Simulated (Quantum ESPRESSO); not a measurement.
# Ru (P6_3/mmc) in Quantum ESPRESSO: further runs

The runs below take Ru through phonons, phonons and electron-phonon coupling, with PBEsol, PBE.

Program: Quantum ESPRESSO 7.5. These are calculated values, not measurements. Logs are shortened: lines on timing, memory, paths and dates and some standing lists are left out, and cuts for length are marked.

## (1) The crystal as given

It takes space group P6_3/mmc (No. 194, hexagonal). Conventional cell: a = 2.706 Å, b = 2.706 Å, c = 4.282 Å, α = 90.00°, β = 90.00°, γ = 120.00°. Ru (site symmetry -6m2) has 12 Ru at 2.65 to 2.71 Å as nearest neighbours.

## (2) Phonons, PBEsol

Contents of pw.in:

```
&CONTROL
  calculation = 'scf'
  prefix = 'pwscf'
  outdir = './tmp'
  pseudo_dir = './pseudo'
  tprnfor = .true.
  tstress = .true.
  disk_io = 'low'
/
&SYSTEM
  ibrav = 0
  celldm(1) = 8
  nat = 2
  ntyp = 1
  ecutwfc = 84
  nbnd = 24
  occupations = 'smearing'
  smearing = 'mp'
  degauss = 0.01999163
/
&ELECTRONS
  conv_thr = 4d-10
  electron_maxstep = 120
  mixing_beta = 0.5
/
ATOMIC_SPECIES
Ru   101.0700 Ru.upf
CELL_PARAMETERS alat
  0.6391526185016   0.0000000000000   0.0000000000000
 -0.3195763092508   0.5535224045272   0.0000000000000
  0.0000000000000   0.0000000000000   1.0114522866294
ATOMIC_POSITIONS crystal
Ru     0.6666666667    0.3333333333    0.7500000000
Ru     0.3333333333    0.6666666667    0.2500000000
K_POINTS automatic
9 9 5 0 0 0
```

Contents of relax.in:

```
&CONTROL
  calculation = 'vc-relax'
  prefix = 'pwscf'
  outdir = './tmp'
  pseudo_dir = './pseudo'
  tprnfor = .true.
  tstress = .true.
  disk_io = 'low'
  nstep = 40
  forc_conv_thr = 0.0001
  etot_conv_thr = 1d-06
/
&SYSTEM
  ibrav = 0
  celldm(1) = 8
  nat = 2
  ntyp = 1
  ecutwfc = 84
  nbnd = 24
  occupations = 'smearing'
  smearing = 'mp'
  degauss = 0.01999163
/
&ELECTRONS
  conv_thr = 4d-10
  electron_maxstep = 120
  mixing_beta = 0.5
/
&IONS
  ion_dynamics = 'bfgs'
/
&CELL
  cell_dynamics = 'bfgs'
  press = 0
  press_conv_thr = 0.2
/
ATOMIC_SPECIES
Ru   101.0700 Ru.upf
CELL_PARAMETERS alat
  0.6391526185070  -0.0000000000000   0.0000000000000
 -0.3195763092535   0.5535224045224   0.0000000000000
  0.0000000000000   0.0000000000000   1.0114522866294
ATOMIC_POSITIONS crystal
Ru     0.6666666666    0.3333333332    0.7500000000
Ru     0.3333333332    0.6666666666    0.2500000000
K_POINTS automatic
9 9 5 0 0 0
```

Contents of scf2.in:

```
&CONTROL
  calculation = 'scf'
  prefix = 'pwscf'
  outdir = './tmp'
  pseudo_dir = './pseudo'
  tprnfor = .true.
  tstress = .true.
  disk_io = 'low'
/
&SYSTEM
  ibrav = 0
  celldm(1) = 8
  nat = 2
  ntyp = 1
  ecutwfc = 84
  nbnd = 24
  occupations = 'smearing'
  smearing = 'mp'
  degauss = 0.01999163
/
&ELECTRONS
  conv_thr = 1d-13
  electron_maxstep = 120
  mixing_beta = 0.5
  startingpot = 'file'
  startingwfc = 'file'
/
ATOMIC_SPECIES
Ru   101.0700 Ru.upf
CELL_PARAMETERS alat
  0.6356417453641  -0.0000000000000   0.0000000000000
 -0.3178208726820   0.5504818991912   0.0000000000000
  0.0000000000000   0.0000000000000   1.0047807901018
ATOMIC_POSITIONS crystal
Ru     0.6666666665    0.3333333331    0.7500000000
Ru     0.3333333331    0.6666666665    0.2500000000
K_POINTS automatic
9 9 5 0 0 0
```

Contents of ph.in:

```
phonons of Ru
&INPUTPH
  prefix = 'pwscf'
  outdir = './tmp'
  tr2_ph = 1d-18
  fildyn = 'dyn'
  niter_ph = 90
  alpha_mix(1) = 0.4
/
0.0000000000 0.0000000000 0.0000000000
```

Contents of dynmat.in:

```
&INPUT
  fildyn = 'dyn'
  asr = 'crystal'
  filout = 'dynmat.disp'
  fileig = 'dynmat.eig'
/
```

Potentials or basis: PseudoDojo 0.4.1 SR PBEsol standard.

The run is started by

```sh
OMP_NUM_THREADS=1 pw.x -in pw.in > pw.out
OMP_NUM_THREADS=1 pw.x -in relax.in > relax.out
OMP_NUM_THREADS=1 pw.x -in scf2.in > scf2.out
OMP_NUM_THREADS=1 ph.x -in ph.in > ph.out
OMP_NUM_THREADS=1 dynmat.x -in dynmat.in > dynmat.out
```

pw.out:

```text
This program is part of the open-source Quantum ESPRESSO suite
     for quantum simulation of materials; please cite
[... 9 lines left out ...]
     --------------------
     sticks:   dense  smooth     PW     G-vecs:    dense   smooth      PW
     Sum         595     595    187                18953    18953    3091

     Using Slab Decomposition

     bravais-lattice index     =            0
     lattice parameter (alat)  =       8.0000  a.u.
     unit-cell volume          =     183.2125 (a.u.)^3
     number of atoms/cell      =            2
     number of atomic types    =            1
     number of electrons       =        32.00
     number of Kohn-Sham states=           24
     kinetic-energy cutoff     =      84.0000  Ry
     charge density cutoff     =     336.0000  Ry
     scf convergence threshold =      4.0E-10
     mixing beta               =       0.5000
     number of iterations used =            8  plain     mixing
     Exchange-correlation= PBESOL
                           (   1   4  10   8   0   0   0)

     celldm(1)=   8.000000  celldm(2)=   0.000000  celldm(3)=   0.000000
     celldm(4)=   0.000000  celldm(5)=   0.000000  celldm(6)=   0.000000

     crystal axes: (cart. coord. in units of alat)
               a(1) = (   0.639153   0.000000   0.000000 )
               a(2) = (  -0.319576   0.553522   0.000000 )
               a(3) = (   0.000000   0.000000   1.011452 )

     reciprocal axes: (cart. coord. in units 2 pi/alat)
               b(1) = (  1.564572  0.903306 -0.000000 )
               b(2) = (  0.000000  1.806612  0.000000 )
               b(3) = (  0.000000 -0.000000  0.988677 )

     PseudoPot. # 1 for Ru read from file:
     Ru.upf
     Pseudo is Norm-conserving + core correction, Zval = 16.0
     Generated using ONCVPSP code by D. R. Hamann
     Using radial grid of 1584 points,  6 beta functions with:
                l(1) =   0
                l(2) =   0
                l(3) =   1
                l(4) =   1
                l(5) =   2
                l(6) =   2

     atomic species   valence    mass     pseudopotential
     Ru               16.00   101.07000     Ru( 1.00)

     24 Sym. Ops., with inversion, found (12 have fractional translation)

   Cartesian axes

     site n.     atom                  positions (alat units)
         1        Ru     tau(   1) = (   0.3195763   0.1845075   0.7585892  )
         2        Ru     tau(   2) = (  -0.0000000   0.3690149   0.2528631  )

     number of k points=    36  Methfessel-Paxton smearing, width (Ry)=  0.0200
                       cart. coord. in units 2pi/alat
        k(    1) = (   0.0000000   0.0000000   0.0000000), wk =   0.0049383
        k(    2) = (   0.0000000   0.0000000   0.1977355), wk =   0.0098765
        k(    3) = (   0.0000000   0.0000000   0.3954710), wk =   0.0098765
        k(    4) = (   0.0000000   0.2007346   0.0000000), wk =   0.0296296
        k(    5) = (   0.0000000   0.2007346   0.1977355), wk =   0.0592593
        k(    6) = (   0.0000000   0.2007346   0.3954710), wk =   0.0592593
[... 28 lines left out ...]
        k(   35) = (   0.5215238   0.9033058   0.1977355), wk =   0.0197531
        k(   36) = (   0.5215238   0.9033058   0.3954710), wk =   0.0197531

     Dense  grid:    18953 G-vectors     FFT dimensions: (  30,  30,  48)

     Initial potential from superposition of free atoms

     starting charge      31.9986, renormalised to      32.0000
     Starting wfcs are   20 randomized atomic wfcs +    4 random wfcs

     Self-consistent Calculation

     iteration #  1     ecut=    84.00 Ry     beta= 0.50
     Davidson diagonalization with overlap
     ethr =  1.00E-02,  avg # of iterations =  4.1

     Threshold (ethr) on eigenvalues was too large:
     Diagonalizing with lowered threshold

     Davidson diagonalization with overlap
     ethr =  8.92E-04,  avg # of iterations =  1.1

     total energy              =    -404.03207587 Ry
     estimated scf accuracy    <       0.29103365 Ry

     iteration #  2     ecut=    84.00 Ry     beta= 0.50
     Davidson diagonalization with overlap
     ethr =  9.09E-04,  avg # of iterations =  2.1

     total energy              =    -404.09609327 Ry
     estimated scf accuracy    <       0.00737851 Ry

     iteration #  3     ecut=    84.00 Ry     beta= 0.50
     Davidson diagonalization with overlap
     ethr =  2.31E-05,  avg # of iterations =  3.8

     total energy              =    -404.09665635 Ry
     estimated scf accuracy    <       0.00111462 Ry

     iteration #  4     ecut=    84.00 Ry     beta= 0.50
     Davidson diagonalization with overlap
     ethr =  3.48E-06,  avg # of iterations =  2.7

     total energy              =    -404.09673692 Ry
     estimated scf accuracy    <       0.00003135 Ry

     iteration #  5     ecut=    84.00 Ry     beta= 0.50
     Davidson diagonalization with overlap
     ethr =  9.80E-08,  avg # of iterations =  2.1

     total energy              =    -404.09674284 Ry
     estimated scf accuracy    <       0.00000105 Ry

     iteration #  6     ecut=    84.00 Ry     beta= 0.50
     Davidson diagonalization with overlap
     ethr =  3.28E-09,  avg # of iterations =  2.0

     total energy              =    -404.09674292 Ry
     estimated scf accuracy    <       0.00000005 Ry

     iteration #  7     ecut=    84.00 Ry     beta= 0.50
     Davidson diagonalization with overlap
     ethr =  1.60E-10,  avg # of iterations =  2.0

     total energy              =    -404.09674293 Ry
     estimated scf accuracy    <          3.6E-09 Ry

     iteration #  8     ecut=    84.00 Ry     beta= 0.50
     Davidson diagonalization with overlap
     ethr =  1.12E-11,  avg # of iterations =  2.0

     End of self-consistent calculation

          k = 0.0000 0.0000 0.0000 (  2369 PWs)   bands (ev):

   -49.5267 -49.3211 -20.0307 -19.1038 -19.1038 -18.9326 -18.9326 -18.8771
    15.4909  17.3090  20.9383  20.9383  21.1247  21.6242  21.6242  22.1680
    22.1680  24.7554  24.7554  24.7896  33.8272  38.5894  41.1856  41.7962

          k = 0.0000 0.0000 0.1977 (  2382 PWs)   bands (ev):

   -49.5074 -49.3410 -19.9252 -19.0876 -19.0876 -18.9924 -18.9491 -18.9491
    15.9278  17.4449  20.7496  20.7496  20.9181  21.3831  21.3831  22.7025
    22.7025  23.4939  24.7519  24.7519  35.5866  37.9935  40.7199  42.5521

          k = 0.0000 0.0000 0.3955 (  2400 PWs)   bands (ev):

   -49.4564 -49.3929 -19.6447 -19.2886 -19.0450 -19.0450 -18.9921 -18.9921
    16.9787  17.6046  20.6367  20.6809  20.6809  20.9424  20.9424  21.4340
    23.6667  23.6667  24.4520  24.4520  37.8614  38.3224  40.0123  42.8503

          k = 0.0000 0.2007 0.0000 (  2385 PWs)   bands (ev):

   -49.5090 -49.3142 -19.9887 -19.1920 -19.1334 -19.0237 -18.9449 -18.8968
    15.9381  17.6417  20.3499  21.3086  21.4066  21.6364  21.6718  21.9037
    21.9645  22.8550  24.9146  27.3925  33.7561  39.2813  41.6669  42.3042

          k = 0.0000 0.2007 0.1977 (  2388 PWs)   bands (ev):

   -49.4906 -49.3331 -19.8946 -19.1705 -19.1156 -19.0936 -18.9631 -18.9507
    16.3479  17.8030  20.3761  20.8925  20.9780  21.0301  21.6958  22.2919
    22.5711  22.8588  24.8547  26.3407  35.5878  38.7229  41.1931  42.5112

          k = 0.0000 0.2007 0.3955 (  2402 PWs)   bands (ev):

   -49.4424 -49.3822 -19.6456 -19.3346 -19.1097 -19.0687 -19.0324 -19.0105
    17.3614  18.0220  20.1583  20.1966  20.7201  20.9613  21.2451  21.5016
    23.5851  23.8222  24.4464  24.9961  38.4580  38.5169  40.4404  42.8342

          k = 0.0000 0.4015 0.0000 (  2381 PWs)   bands (ev):

   -49.4622 -49.2984 -19.8729 -19.4155 -19.2474 -19.2047 -18.9789 -18.9560
    17.0424  18.1686  19.8868  20.1002  21.1321  21.3575  22.1375  22.3411
    22.5865  22.9035  25.1939  30.2274  33.5471  38.5817  40.9915  41.5063

          k = 0.0000 0.4015 0.1977 (  2390 PWs)   bands (ev):

   -49.4468 -49.3142 -19.8233 -19.3748 -19.3103 -19.1835 -19.0008 -18.9866
    17.2845  18.3888  19.7698  20.0856  20.7137  21.3626  21.9516  22.5213
    22.8378  23.1171  25.0257  28.3771  35.6490  38.7835  40.7701  41.5741

          k = 0.0000 0.4015 0.3955 (  2390 PWs)   bands (ev):

   -49.4061 -49.3555 -19.6863 -19.5003 -19.2282 -19.1275 -19.0853 -19.0577
    17.9264  18.6858  19.2921  19.9309  20.6650  21.4100  21.5703  22.0391
    23.5959  24.2725  24.4563  26.0551  38.3707  39.3503  40.3885  41.2375

          k = 0.0000 0.6022 0.0000 (  2395 PWs)   bands (ev):

   -49.4039 -49.2852 -19.7133 -19.6695 -19.4905 -19.2818 -19.0507 -19.0206
    17.7158  18.1020  18.8024  20.5253  20.8552  21.4504  21.7256  23.7425
    24.1699  24.2190  25.3926  32.9872  33.2581  35.0785  38.7270  39.1601

          k = 0.0000 0.6022 0.1977 (  2384 PWs)   bands (ev):

   -49.3927 -49.2966 -19.8125 -19.5882 -19.4697 -19.2572 -19.0517 -19.0459
    17.5871  18.1278  19.3210  19.8258  21.1218  21.2854  22.6028  23.7778
    23.8992  24.1239  25.1654  29.8996  35.3202  36.3160  39.2192  39.5614

          k = 0.0000 0.6022 0.3955 (  2386 PWs)   bands (ev):

   -49.3631 -49.3264 -19.8194 -19.7225 -19.2657 -19.1926 -19.1119 -19.1112
    17.6552  18.1699  19.0889  19.6502  21.8359  21.8628  22.7362  22.8819
    24.2246  24.6985  24.8890  27.0314  36.4441  37.7765  39.2420  41.1894
[... 99 lines left out ...]
   -49.3662 -49.2914 -19.7625 -19.6701 -19.4124 -19.3758 -19.1835 -19.0668
    18.3677  18.6397  19.1123  19.4166  20.9804  21.2244  21.5531  23.3673
    24.3948  25.0622  26.5445  31.0635  35.1866  35.6508  37.3041  39.3366

          k = 0.3477 0.6022 0.3955 (  2386 PWs)   bands (ev):

   -49.3431 -49.3146 -19.8087 -19.7535 -19.3674 -19.3141 -19.1573 -19.0651
    18.2902  18.3494  19.5904  20.2484  20.4534  20.9981  21.7101  22.6713
    24.7471  25.4082  26.8757  28.3078  36.7126  36.9580  38.4273  38.9431

          k = 0.3477 0.8029 0.0000 (  2379 PWs)   bands (ev):

   -49.3341 -49.2875 -19.7509 -19.5947 -19.4809 -19.4581 -19.2435 -19.2216
    18.0506  18.5795  18.9581  20.2007  20.4350  21.1791  22.1592  24.1723
    25.0929  25.1090  28.4040  31.2676  33.2573  35.6511  36.9370  39.1183

          k = 0.3477 0.8029 0.1977 (  2380 PWs)   bands (ev):

   -49.3296 -49.2919 -19.7935 -19.6931 -19.5222 -19.3356 -19.2660 -19.1339
    18.0305  18.7763  19.1718  19.5909  20.5839  21.4092  22.1930  24.0737
    24.3921  25.2806  28.6990  31.1446  33.9678  34.6232  36.8772  39.0825

          k = 0.3477 0.8029 0.3955 (  2367 PWs)   bands (ev):

   -49.3179 -49.3035 -19.8463 -19.8057 -19.4825 -19.3889 -19.1358 -19.0765
    18.1482  18.6194  19.3104  19.8985  20.4701  21.3671  22.3763  22.8522
    24.7138  25.2737  29.3031  30.2837  34.4237  35.5488  35.9453  37.7572

          k = 0.5215 0.9033 0.0000 (  2400 PWs)   bands (ev):

   -49.3046 -49.3046 -19.7191 -19.5434 -19.5434 -19.3519 -19.3455 -19.3455
    17.9446  19.2071  19.2071  19.7462  20.7026  20.7026  22.4635  24.5707
    24.5707  25.0122  30.5571  30.7564  30.7564  37.5386  39.2108  39.2114

          k = 0.5215 0.9033 0.1977 (  2376 PWs)   bands (ev):

   -49.3045 -49.3045 -19.6849 -19.6676 -19.6676 -19.3878 -19.2174 -19.2174
    18.2543  19.0752  19.0752  19.7755  20.7335  20.7335  22.3548  24.1096
    24.6705  24.6705  31.0533  31.0533  31.5543  36.5311  36.9676  36.9676

          k = 0.5215 0.9033 0.3955 (  2349 PWs)   bands (ev):

   -49.3044 -49.3044 -19.7811 -19.7811 -19.5945 -19.4811 -19.0975 -19.0975
    18.8716  18.8716  19.0272  19.6700  20.7979  20.7979  22.2348  22.7449
    24.7826  24.7826  31.7770  31.7770  33.3650  35.0586  35.2669  35.2669

     the Fermi energy is    23.6621 ev

!    total energy              =    -404.09674293 Ry
     estimated scf accuracy    <          1.4E-11 Ry
     smearing contrib. (-TS)   =      -0.00010100 Ry
     internal energy E=F+TS    =    -404.09664193 Ry

     The total energy is F=E-TS. E is the sum of the following terms:
     one-electron contribution =     -64.77030515 Ry
     hartree contribution      =      56.53567274 Ry
     xc contribution           =     -67.87759663 Ry
     ewald contribution        =    -327.98441288 Ry

     convergence has been achieved in   8 iterations

     Forces acting on atoms (cartesian axes, Ry/au):

     atom    1 type  1   force =    -0.00000000   -0.00000000    0.00000000
     atom    2 type  1   force =     0.00000000    0.00000000    0.00000000

     Total force =     0.000000     Total SCF correction =     0.000000

     Computing stress (Cartesian axis) and pressure

          total   stress  (Ry/bohr**3)                   (kbar)     P=      -59.33
  -0.00038186   0.00000000   0.00000000          -56.17        0.00        0.00
   0.00000000  -0.00038186   0.00000000            0.00      -56.17        0.00
   0.00000000   0.00000000  -0.00044616            0.00        0.00      -65.63

=------------------------------------------------------------------------------=
   JOB DONE.
=------------------------------------------------------------------------------=
```

It took 3.4 min on 1 thread of AMD EPYC 9R45 (Zen 5), shared host; peak memory 0.08 GiB.

Results:

* Free energy: -5498.0251 eV
* Relaxed volume: 13.34 Å³/atom
* Relaxed cell: a = 2.691 Å, b = 2.691 Å, c = 4.254 Å, α = 90.00°, β = 90.00°, γ = 120.00°
* Space group after relaxing (to 0.05 Å): P6_3/mmc (No. 194)
* Pressure after relaxing: 0.0 GPa
* Band gap on the k mesh: none (metal or under the smearing width)
* Highest phonon frequency at Γ: 267 cm⁻¹

The path:
```
step  energy change (eV)  largest force (eV/Å)  pressure (GPa)  volume (Å³)
   1              0.0000                0.0000           -5.93        27.15
   2             -0.0042                0.0000            4.62        26.34
   3             -0.0090                0.0000           -0.15        26.69
   4             -0.0090                0.0000            0.00        26.67
```

Final structure:
```
CELL_PARAMETERS angstrom
2.69094 0.00000 0.00000
-1.34547 2.33042 0.00000
0.00000 0.00000 4.25366
ATOMIC_POSITIONS crystal
Ru 0.66667 0.33333 0.75000
Ru 0.33333 0.66667 0.25000
```

Phonon frequencies in cm⁻¹ (negative: imaginary):
```
              q point              frequencies
(0.000, 0.000, 0.000)  -19 -19 -19 194 194 267
```

Optical modes at Γ, degenerate ones joined:
| cm⁻¹ | components | symmetry | active in |
| --- | --- | --- | --- |
| 194 | 2 | E2g | Raman |
| 267 | 1 | B1g | silent |

Caveat: the mesh is thin for the phonons of a metal.

(Continued in part 2 of 2.)
